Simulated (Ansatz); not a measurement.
# GaS3, relaxed

The start is GaS3, a borrowed structure type, volume estimated. Where does it settle when we relax the atoms in a fixed cell, and what is it like there?

Method: DFT, r2SCAN, no spin polarisation, plane waves, PAW, in Ansatz 0.2.0.

**1. Geometry**

Symmetry: P6_3/m, No. 176, hexagonal system. Conventional cell: a = 5.921 Å, b = 5.921 Å, c = 6.304 Å, α = 90.00°, β = 90.00°, γ = 120.00°. Ga (site symmetry -6) is surrounded by 3 S at 1.75 Å. S (site symmetry m) is surrounded by 1 Ga at 1.75 Å.

In its conventional cell, by symmetry (the run takes the cell typed in the input):

```cif
data_structure
_symmetry_space_group_name_H-M 'P6_3/m'
_symmetry_Int_Tables_number 176
_cell_length_a 5.9207
_cell_length_b 5.9207
_cell_length_c 6.3039
_cell_angle_alpha 90.000
_cell_angle_beta 90.000
_cell_angle_gamma 120.000
_cell_volume 191.38
loop_
_atom_site_label
_atom_site_type_symbol
_atom_site_symmetry_multiplicity
_atom_site_Wyckoff_symbol
_atom_site_fract_x
_atom_site_fract_y
_atom_site_fract_z
_atom_site_occupancy
Ga1 Ga 2 c 0.33333 0.66667 0.25000 1
S1 S 6 h 0.04715 0.36314 0.25000 1
```

It starts from an earlier solution of the starting cell (checkpoint.read).

**2. The relaxation**

input.yaml

```yaml
crystal:
  lattice:
    - [5.920717, 0.0, 0.0]
    - [-2.960359, 5.127492, 0.0]
    - [0.0, 0.0, 6.303929]
  atoms:
    - { symbol: Ga, position: [0.3333, 0.6667, 0.25] }
    - { symbol: Ga, position: [0.6666, 0.3333, 0.75] }
    - { symbol: S, position: [0.04715, 0.36314, 0.25] }
    - { symbol: S, position: [0.68401, 0.04715, 0.75] }
    - { symbol: S, position: [0.63686, 0.68401, 0.25] }
    - { symbol: S, position: [0.95285, 0.63686, 0.75] }
    - { symbol: S, position: [0.31599, 0.95285, 0.25] }
    - { symbol: S, position: [0.36314, 0.31599, 0.75] }
  symmetry: { tolerance: 0.0003 }
kpoints:
  mp_grid: { grid: [6, 6, 5], shift: [0, 0, 0] }
magnetization:
  spin_polarized: false
scf:
  occupations: { method: fermi_dirac }
  lower_state_search: "off"
hamiltonian:
  pseudopotentials: { kind: paw }
  xc: r2scan
basis:
  ecutwfc: 500
  fft_grid_basis: typed
relax:
  max_steps: 40
  f_tol: 0.03
output:
  forces: true
  stress: true
  eigenvalues: true
  bader: true
  populations: true
  elf: true
  write_potential: true
  volumetric_format: npy
  dos:
    e_range: [-12, 8]
    de: 0.05
    projected: { site_lists: { Ga: [Ga], S: [S] } }
checkpoint:
  read: saved_state
```

Run with:

```bash
$ ansatz run input.yaml --threads 2 --pin off --max-ram 3584MiB --backend cpu --events-out ev --progress --plain --runs-dir out
```

What it wrote, cut to the lines that bear on the results:

```text
Warning: the atoms were moved onto the symmetric positions of the space group found under crystal.symmetry.tolerance 3.0e-4 (fractional; no operation is sought that the atoms, as they stand in a round, miss by more than twice it, and no atom is moved by as much as it), and the run uses [...]
Warning: output.stress: scf.convergence.dr2_threshold = 1e-7 eV (the SCF's general default) is looser than the 8e-10 eV advised for a printed stress (1e-10 eV for each atom of the cell: 8). What an SCF threshold leaves in a stress goes as its square root, and in the free energy as the [...]
Warning: RAYON_NUM_THREADS=2 ignored (pool sized by the plan → 2); use --threads N
[...]
Pseudopotentials: kind: paw
Pseudopotential: Ga, paw, valence charge 13, recommended cutoff 500 eV (meta_gga), Ga.paw.azcp
Pseudopotential: S, paw, valence charge 6, recommended cutoff 500 eV (meta_gga), S.paw.azcp
Functional definition: r2SCAN
[...]
Crystal: 8 atoms, lattice volume = 191.377 Å³
Basis set: ecut = 500 eV, 4907 PW (Γ), exchange–correlation on 180×180×192 points (64 copies of the dense FFT grid, shifted against one another)
Bands: 39, of which v1, the nominal top of the filled ones, is band 31 counted from 1 (30 counted from 0)
Symmetry: 12 space group operations
Space group: P63/m (ITA 176), of the structure as read, at distance tolerance 1.7e-3 Å
k-points: 24 of 180
[...]
SCF iter   1: F=-12995.334206 eV  HF=-12995.332659 eV  |F-HF|=1.55e-3  |Δ(HF+E_count)|=         —  Δρ=1.04e-3  dr2=8.90e-4  dr2_τ=6.76e-4  ethr=2.43e-6  ⟨swp⟩=3.0  Hψ=7250  notcnv=0
[...]
relax step   1: F+E_penalty+E_count = -12995.33456433 eV  Δ(F+E_penalty+E_count) = +0.000e0 eV  max|allowed force component| = 1.624e1 eV/Å  Δτ_max = 0.0000 Å  (6 SCF iters, accepted)
[...]
relax step   2: F+E_penalty+E_count = -13007.43517294 eV  Δ(F+E_penalty+E_count) = -1.210e1 eV  max|allowed force component| = 5.788e0 eV/Å  Δτ_max = 0.1950 Å  (7 SCF iters, dr2 threshold 1.00e-4 eV, accepted)
[...]
SCF iter   2: F=-13010.908586 eV  HF=-13010.935014 eV  |F-HF|=2.64e-2  |Δ(HF+E_count)|=   9.68e-2  Δρ=7.28e-3  dr2=7.80e-2  dr2_τ=9.56e-4  ethr=4.31e-4  ⟨swp⟩=3.0  Hψ=1733  notcnv=0  defer=18
```

**3. The output, continued**

The log, continued:

```text
SCF iter   3: F=-13010.919396 eV  HF=-13010.925548 eV  |F-HF|=6.15e-3  |Δ(HF+E_count)|=   9.47e-3  Δρ=1.49e-3  dr2=9.42e-3  dr2_τ=1.70e-4  ethr=1.26e-4  ⟨swp⟩=2.8  Hψ=1649  notcnv=0  defer=18
SCF iter   4: F=-13010.923725 eV  HF=-13010.924480 eV  |F-HF|=7.54e-4  |Δ(HF+E_count)|=   1.07e-3  Δρ=6.57e-4  dr2=1.75e-3  dr2_τ=1.54e-5  ethr=1.52e-5  ⟨swp⟩=2.3  Hψ=1511  notcnv=0  defer=19
SCF iter   5: F=-13010.924136 eV  HF=-13010.924425 eV  |F-HF|=2.90e-4  |Δ(HF+E_count)|=   5.45e-5  Δρ=4.68e-4  dr2=5.89e-4  dr2_τ=5.50e-6  ethr=2.82e-6  ⟨swp⟩=2.7  Hψ=1652  notcnv=0  defer=23
SCF iter   6: F=-13010.924431 eV  HF=-13010.924422 eV  |F-HF|=8.43e-6  |Δ(HF+E_count)|=   3.01e-6  Δρ=1.15e-4  dr2=3.06e-5  dr2_τ=5.83e-7  ethr=1.61e-7  ⟨swp⟩=17.6  Hψ=9353  notcnv=0
SCF iter   7: F=-13010.924434 eV  HF=-13010.924434 eV  |F-HF|=2.00e-8  |Δ(HF+E_count)|=   1.17e-5  Δρ=3.06e-5  dr2=4.39e-6  dr2_τ=1.03e-7  ethr=4.93e-8  ⟨swp⟩=11.9  Hψ=9088  notcnv=0
SCF 3 converged in 7 iterations: F = -13010.924434 eV  dr2 = 4.39e-6
relax step   3: F+E_penalty+E_count = -13010.92443392 eV  Δ(F+E_penalty+E_count) = -3.489e0 eV  max|allowed force component| = 1.647e0 eV/Å  Δτ_max = 0.1781 Å  (7 SCF iters, dr2 threshold 1.00e-4 eV, accepted)
SCF iter   1: F=-13011.461455 eV  HF=-13011.563556 eV  |F-HF|=1.02e-1  |Δ(HF+E_count)|=         —  Δρ=9.60e-3  dr2=1.59e-1  dr2_τ=4.11e-1  ethr=2.67e-3  ⟨swp⟩=4.5  Hψ=2890  notcnv=0  defer=18
preconditioner: auto → Kerker (q_TF=auto, 2.261 Å⁻¹)  [metal: Δε(μ)=0.018 eV  Ē_g=11.371 eV  σ=0.100 eV  W_gap=0.05  n_scr=28 (ndim 8)  ℏωp=21.1 eV  f_vac=0.000  D(μ)=7.82/eV (n_scr^D=70)]
SCF iter   2: F=-13011.519970 eV  HF=-13011.532342 eV  |F-HF|=1.24e-2  |Δ(HF+E_count)|=   3.12e-2  Δρ=5.08e-3  dr2=4.25e-2  dr2_τ=5.91e-4  ethr=2.56e-4  ⟨swp⟩=2.0  Hψ=1881  notcnv=0  defer=24
SCF iter   3: F=-13011.523775 eV  HF=-13011.528686 eV  |F-HF|=4.91e-3  |Δ(HF+E_count)|=   3.66e-3  Δρ=1.29e-3  dr2=7.18e-3  dr2_τ=1.68e-4  ethr=6.85e-5  ⟨swp⟩=2.0  Hψ=1644  notcnv=0  defer=24
SCF iter   4: F=-13011.526997 eV  HF=-13011.527549 eV  |F-HF|=5.52e-4  |Δ(HF+E_count)|=   1.14e-3  Δρ=5.47e-4  dr2=1.36e-3  dr2_τ=1.51e-5  ethr=1.16e-5  ⟨swp⟩=2.0  Hψ=1344  notcnv=0  defer=24
SCF iter   5: F=-13011.527367 eV  HF=-13011.527508 eV  |F-HF|=1.41e-4  |Δ(HF+E_count)|=   4.11e-5  Δρ=3.53e-4  dr2=3.94e-4  dr2_τ=3.63e-6  ethr=2.19e-6  ⟨swp⟩=2.4  Hψ=1583  notcnv=0  defer=24
SCF iter   6: F=-13011.527548 eV  HF=-13011.527544 eV  |F-HF|=3.89e-6  |Δ(HF+E_count)|=   3.58e-5  Δρ=8.70e-5  dr2=1.91e-5  dr2_τ=4.64e-7  ethr=1.61e-7  ⟨swp⟩=16.6  Hψ=8964  notcnv=0
SCF 4 converged in 6 iterations: F = -13011.527548 eV  dr2 = 1.91e-5
relax step   4: F+E_penalty+E_count = -13011.52754759 eV  Δ(F+E_penalty+E_count) = -6.031e-1 eV  max|allowed force component| = 8.330e-2 eV/Å  Δτ_max = 0.1401 Å  (6 SCF iters, dr2 threshold 1.00e-4 eV, accepted)
SCF iter   1: F=-13011.534842 eV  HF=-13011.480708 eV  |F-HF|=5.41e-2  |Δ(HF+E_count)|=         —  Δρ=3.39e-3  dr2=1.68e-2  dr2_τ=6.26e-2  ethr=4.73e-4  ⟨swp⟩=4.0  Hψ=2393  notcnv=0  defer=24
preconditioner: auto → Kerker (q_TF=auto, 2.261 Å⁻¹)  [metal: Δε(μ)=0.102 eV  Ē_g=11.413 eV  σ=0.100 eV  W_gap=0.24  n_scr=28 (ndim 8)  ℏωp=21.1 eV  f_vac=0.002  D(μ)=7.67/eV (n_scr^D=70)]
SCF iter   2: F=-13011.542996 eV  HF=-13011.544083 eV  |F-HF|=1.09e-3  |Δ(HF+E_count)|=   6.34e-2  Δρ=1.75e-3  dr2=5.21e-3  dr2_τ=5.46e-5  ethr=2.70e-5  ⟨swp⟩=2.0  Hψ=1896  notcnv=0  defer=24
SCF iter   3: F=-13011.543733 eV  HF=-13011.543888 eV  |F-HF|=1.55e-4  |Δ(HF+E_count)|=   1.95e-4  Δρ=4.47e-4  dr2=6.49e-4  dr2_τ=8.73e-6  ethr=8.40e-6  ⟨swp⟩=2.0  Hψ=1480  notcnv=0  defer=24
SCF iter   4: F=-13011.543903 eV  HF=-13011.543911 eV  |F-HF|=7.71e-6  |Δ(HF+E_count)|=   2.30e-5  Δρ=1.57e-4  dr2=7.57e-5  dr2_τ=9.64e-7  ethr=1.05e-6  ⟨swp⟩=2.2  Hψ=1370  notcnv=0  defer=24
SCF iter   5: F=-13011.543915 eV  HF=-13011.543934 eV  |F-HF|=1.89e-5  |Δ(HF+E_count)|=   2.26e-5  Δρ=6.92e-5  dr2=1.11e-5  dr2_τ=1.90e-7  ethr=1.22e-7  ⟨swp⟩=2.0  Hψ=1655  notcnv=0  defer=24
SCF iter   6: F=-13011.543927 eV  HF=-13011.543927 eV  |F-HF|=2.35e-7  |Δ(HF+E_count)|=   6.51e-6  Δρ=3.45e-5  dr2=3.00e-6  dr2_τ=4.55e-8  ethr=1.78e-8  ⟨swp⟩=2.0  Hψ=1480  notcnv=0  defer=24
SCF iter   7: F=-13011.543928 eV  HF=-13011.543928 eV  |F-HF|=7.64e-8  |Δ(HF+E_count)|=   7.02e-7  Δρ=9.77e-6  dr2=2.63e-7  dr2_τ=9.93e-9  ethr=4.84e-9  ⟨swp⟩=3.0  Hψ=1755  notcnv=0  defer=24
SCF iter   8: F=-13011.543928 eV  HF=-13011.543928 eV  |F-HF|=1.12e-8  |Δ(HF+E_count)|=   1.03e-7  Δρ=2.93e-6  dr2=2.15e-8  dr2_τ=6.44e-10  ethr=1.61e-10  ⟨swp⟩=15.8  Hψ=6663  notcnv=0
SCF 5 converged in 8 iterations: F = -13011.543928 eV  dr2 = 2.15e-8
relax step   5: F+E_penalty+E_count = -13011.54392792 eV  Δ(F+E_penalty+E_count) = -1.638e-2 eV  max|allowed force component| = 1.126e-2 eV/Å  Δτ_max = 0.0602 Å  (8 SCF iters, accepted)
iter 1 solved again at ethr=3.47e-11 eV; its pass at ethr=3.10e-3 eV (dr2=2.15e-8 eV) is discarded
SCF iter   1: F=-13011.543928 eV  HF=-13011.543928 eV  |F-HF|=1.12e-8  |Δ(HF+E_count)|=         —  Δρ=2.93e-6  dr2=2.15e-8  dr2_τ=6.44e-10  ethr=3.47e-11  ⟨swp⟩=1.0  Hψ=3538  notcnv=0
preconditioner: auto → Kerker (q_TF=auto, 2.261 Å⁻¹)  [metal: Δε(μ)=0.094 eV  Ē_g=11.410 eV  σ=0.100 eV  W_gap=0.22  n_scr=28 (ndim 8)  ℏωp=21.1 eV  f_vac=0.001  D(μ)=7.89/eV (n_scr^D=70)]
SCF iter   2: F=-13011.543928 eV  HF=-13011.543928 eV  |F-HF|=5.64e-9  |Δ(HF+E_count)|=   8.15e-9  Δρ=2.04e-6  dr2=1.17e-8  dr2_τ=1.27e-10  ethr=3.46e-11  ⟨swp⟩=7.0  Hψ=5171  notcnv=0
SCF 6 converged in 2 iterations: F = -13011.543928 eV  dr2 = 1.17e-8
SCF converged after 2 iterations
Free energy (F): -13011.543928 eV
Harris-Foulkes:  -13011.543928 eV  (|F-HF|=5.64e-9)
Internal energy: -13011.275316 eV  (E = F + TS)
E sigma→0 (E₀):  -13011.409622 eV
Entropy (-TS):   -0.268612 eV (-33.577 meV/atom)
Fermi energy:    3.461573 eV
--- Per-component energies (eV) ---
  E_band       = -289.442272
  E_kinetic    = 842.135531
  E_local      = -5525.107935  (includes V_loc(G=0)·N_el)
  E_nonlocal   = 1027.680647
  E_hartree    = 2439.410980
  E_xc         = -658.437456
  E_vxc        = -663.643112  (∫ρ·V_xc dr)
  E_paw        = -7665.150747  (= ΣΔE_a)
  E_vpaw       = -882.284992  (= ΣTr[D̂ρ^β])
  E_aug_tail   = -0.000073  (compensation charges beyond the density's cutoff)
  E_vtau       = 32.954687  (kinetic-family band-sum trace: ∫τ·v_τ [+ j·A + Jᵃ·Aᵃ] dr)
  E_ewald      = -3469.841521
  E_core_change = -1.964740  (= ΣΔE_core)
  E_smearing   = -0.268612  (= −TS)
  E_closure    = 0.000000  (closes the sum)
  Σ components = -13011.543928   (vs F -13011.543928, Δ=0.00e0)
--- Forces (eV/Å), atoms counted from 1 ---
  atom   1  Ga    -0.00000000     0.00000000     0.00000000
  atom   2  Ga     0.00000000    -0.00000000     0.00000000
  atom   3  S     -0.01127205    -0.00280824     0.00000000
  atom   4  S     -0.00320402    -0.01116601     0.00000000
  atom   5  S      0.00806804    -0.00835776     0.00000000
  atom   6  S      0.01127205     0.00280824     0.00000000
  atom   7  S      0.00320402     0.01116601     0.00000000
  atom   8  S     -0.00806804     0.00835776     0.00000000
  max |Σ_I F_I| component: 3.64e-17 eV/Å
--- Stress (GPa, compression-positive) ---
       -6.746427       0.000000       0.000000
       -0.000000      -6.746427       0.000000
        0.000000       0.000000      -1.829276
  P = ⅓ Tr σ = -5.1074 GPa (-51.074 kbar)
--- Band table (eV; the first three rows and the last of 24) ---
  k-point 0: bands = ["-11.4835", "-11.4745", "-11.3558", "-11.3558", "-11.3518", "-11.3518", "-11.2411", "-11.2411", "-11.2355", "-11.2355", "-9.9361", "-9.1017", "-7.9147", "-7.9147", "-7.8947", "-7.8947", "-1.9715", "-1.1678", "-0.3136", "0.0864", "0.0864", "0.1515", "0.1515", "0.4706", "1.0951", "2.7321", "2.7321", "2.9595", "2.9595", "3.5734", "4.2938", "4.2938", "4.4441", "4.4441", "6.8823", "7.4132", "7.7276", "8.7353", "11.9638"]
  k-point 1: bands = ["-11.4821", "-11.4749", "-11.3556", "-11.3556", "-11.3524", "-11.3524", "-11.2405", "-11.2405", "-11.2360", "-11.2360", "-9.8685", "-9.1964", "-7.9109", "-7.9109", "-7.8946", "-7.8946", "-1.8982", "-1.2352", "-0.0120", "0.0211", "0.0211", "0.0744", "0.0744", "0.4668", "0.9913", "2.8891", "2.8891", "3.0630", "3.0801", "3.0801", "4.3162", "4.3162", "4.4366", "4.4366", "7.1648", "7.6012", "7.7426", "8.8862", "11.9319"]
  k-point 2: bands = ["-11.4791", "-11.4764", "-11.3549", "-11.3549", "-11.3537", "-11.3537", "-11.2389", "-11.2389", "-11.2372", "-11.2372", "-9.6814", "-9.4264", "-7.9027", "-7.9027", "-7.8964", "-7.8964", "-1.6960", "-1.4356", "-0.0673", "-0.0673", "-0.0466", "-0.0466", "0.5410", "0.7106", "0.8573", "1.9546", "3.1629", "3.1629", "3.2410", "3.2410", "4.3694", "4.3694", "4.4146", "4.4146", "7.7085", "7.7687", "8.0634", "8.8386", "11.7268"]
  k-point 23: bands = ["-11.4338", "-11.4338", "-11.3629", "-11.3629", "-11.3579", "-11.3550", "-11.2399", "-11.2390", "-11.2390", "-11.2373", "-8.7451", "-8.7451", "-8.5613", "-8.5613", "-8.5518", "-8.3825", "-1.6490", "-1.6490", "0.2409", "0.2409", "0.4480", "0.6001", "2.0581", "2.0581", "2.2081", "2.6706", "2.7612", "2.7612", "2.8367", "2.9589", "2.9589", "3.1701", "3.7988", "3.7988", "7.2043", "7.2043", "8.0177", "8.0177", "10.1662"]
--- Relaxed structure (5 steps of the walk, 5 accepted, 0 SCFs on fresh bases) ---
  F+E_penalty+E_count = -13011.54392792 eV   max|allowed force component| = 1.126e-2 eV/Å
  atoms:
    - { symbol: Ga, position: [0.33333333333333337, 0.6666666666666667, 0.25] }
    - { symbol: Ga, position: [0.6666666666666667, 0.3333333333333334, 0.75] }
    - { symbol: S, position: [-0.05095855240011157, 0.29112968148318835, 0.25] }
    - { symbol: S, position: [0.6579117661167002, -0.050958552400111524, 0.75] }
    - { symbol: S, position: [0.7088703185168117, 0.6579117661167002, 0.25] }
    - { symbol: S, position: [1.0509585524001117, 0.7088703185168116, 0.75] }
    - { symbol: S, position: [0.34208823388329984, 1.0509585524001113, 0.25] }
    - { symbol: S, position: [0.2911296814831884, 0.3420882338832999, 0.75] }
--- Löwdin populations: 8 sites ---
  site symbol       q [e]
     0     Ga     12.6588
     1     Ga     12.6588
     2      S      6.0619
     3      S      6.0619
     4      S      6.0619
     5      S      6.0619
     6      S      6.0619
     7      S      6.0619
  spilling = 0.005020 (of n_electrons = 62.000000)
--- Bader charges: 8 sites ---
  site symbol  charge [e]  shift [e]
     0     Ga      1.2074     0.0046
     1     Ga      1.2074     0.0046
     2      S     -0.4025     0.0015
     3      S     -0.4025     0.0015
     4      S     -0.4025     0.0015
     5      S     -0.4025     0.0015
     6      S     -0.4025     0.0015
     7      S     -0.4025     0.0015
  estimated error of the sums over rays = 3.0e-4 e
```

Wall time 3.5 min (2 threads of Arm Neoverse N1, shared host); peak memory 1.1 GiB.

Step by step:

| step | energy from step 1 (eV/cell) | largest force component (eV/Å) |
| --- | --- | --- |
| 1 | 0.0000 | 16.2350 |
| 2 | -12.1006 | 5.7884 |
| 3 | -15.5899 | 1.6469 |
| 4 | -16.1930 | 0.0833 |
| 5 | -16.2094 | 0.0113 |

Step 1 is the start.

The largest move, 0.52 Å, is shared by several atoms, S8 among them.

**4. States by energy**

States per cell by energy window, from dos.tsv and pdos.tsv (tetrahedra; eV from the Fermi level):

| from | to | total | Ga s | Ga p | S p |
| --- | --- | --- | --- | --- | --- |
| -6.0 | -5.0 | 3.27 | 1.06 | 0.03 | 1.73 |
| -5.0 | -4.0 | 0.73 | 0.24 | 0.01 | 0.38 |
| -4.0 | -3.0 | 4.77 | 0.04 | 0.66 | 3.89 |
| -3.0 | -2.0 | 5.54 | 0.04 | 0.59 | 4.72 |
| -2.0 | -1.0 | 5.85 | 0.05 | 0.32 | 5.28 |
| -1.0 | 0.0 | 9.72 | 0.08 | 0.32 | 9.01 |
| 0.0 | 1.0 | 6.11 | 0.02 | 0.10 | 5.85 |
| 1.0 | 2.0 | 0.00 | 0.00 | 0.00 | 0.00 |
| 2.0 | 3.0 | 0.00 | 0.00 | 0.00 | 0.00 |
| 3.0 | 4.0 | 1.37 | 0.47 | 0.25 | 0.52 |
| 4.0 | 5.0 | 5.06 | 1.19 | 1.63 | 1.80 |

**5. Atomic charges**

Gathered by element (positive charge: electrons given up): Löwdin charges also hold the electrons that the projection spills.

| element | atoms | Bader charge (e) | Bader volume (Å³) | Löwdin charge (e) |
| --- | --- | --- | --- | --- |
| Ga | 2 | +1.21 | 14.5 | +0.34 |
| S | 6 | -0.40 | 27.1 | -0.06 |

Löwdin charges rest on a small set of atomic orbitals that misses 0.5 % of the electrons, so they need not add up to the cell's charge and can differ from Bader's even in sign.

**6. Fields in real space**

Maps in the plane spanned by a and b at height 0.250 along c (axes of the input's cell), one cell: a runs left to right (18 points from zero), b bottom to top (18 points), 120° apart. These are the smooth PAW fields, not the true ones near the nuclei.

Valence density. Ten steps from '0' (0.04 e/Å³) to '9' (52.80 e/Å³), finer at the low end (step k begins (100^(k/10) - 1)/99 of the way up):
```
000122221000000000
000112111000000000
000011111000011110
000001232101122210
000013773112212210
000027972112102210
000137731122112100
001123211112221000
011111000011110000
121100000000000001
222100000000000012
121000000000000121
121000000000001210
210000111100001222
100001222100001222
000012212100001111
000122012100000000
000121121000000000
```

ELF. Ten even steps from '0' (0.00) to '9' (1.00):
```
026776787520001121
115778874321235664
113576432224577886
102443111247777886
001221001368614885
002210901487004883
023210013785027850
354311124776688611
677432235677886114
788642223466641267
578741001122112676
067520001111016860
177300356641148820
775115888862168744
861168878862168888
621688426761158888
104884006741035664
016871057630001110
```

Atoms within 0.2 Å of the plane, in fractions of a and b: Ga at (0.33, 0.67), S at (0.95, 0.29), S at (0.71, 0.66), S at (0.34, 0.05).

At the density minimum on some short contacts:

| contact | length (Å) | minimum at (fraction) | density (e/Å³) | ELF |
| --- | --- | --- | --- | --- |
| Ga1–S3 | 2.250 | 0.45 | 0.617 | 0.52 |

```
fraction  Ga1–S3
     0.2    6.48
     0.3    1.26
     0.4   0.653
     0.5   0.653
     0.6    0.88
     0.7    1.15
     0.8    1.01
```

(Smooth valence density in e/Å³ at fractions of each contact.)

**7. Outcome**

| quantity | value |
| --- | --- |
| moves | 4 |
| energy gained | 2026.2 meV/atom |
| largest move | 0.52 Å (S) |
| space group (0.01 Å), before / after | P6_3/m / P6_3/m |
| pressure left in the fixed cell | -5.1 GPa |
| character | metal |
| density of states, mean within 0.25 eV of the Fermi level | 8.3 per eV per cell |
| Bader charges | Ga +1.21, S -0.40 e |

What this shows: In the fixed cell the largest move of an atom is 0.52 Å; the energy fell by 2026.2 meV per atom. The fixed cell still holds a mean pressure of -5.1 GPa, so it would shrink if let free. The run held to 12 symmetry operations, so a lower structure without them is not ruled out. It is a metal; within 0.25 eV of the Fermi level the density of states averages 8.3 per eV per cell, mostly S p (96 %). Ga loses most charge (+1.21 e on average) and S gains most (-0.40 e).

Caveats: the SCF threshold is loose for a stress.
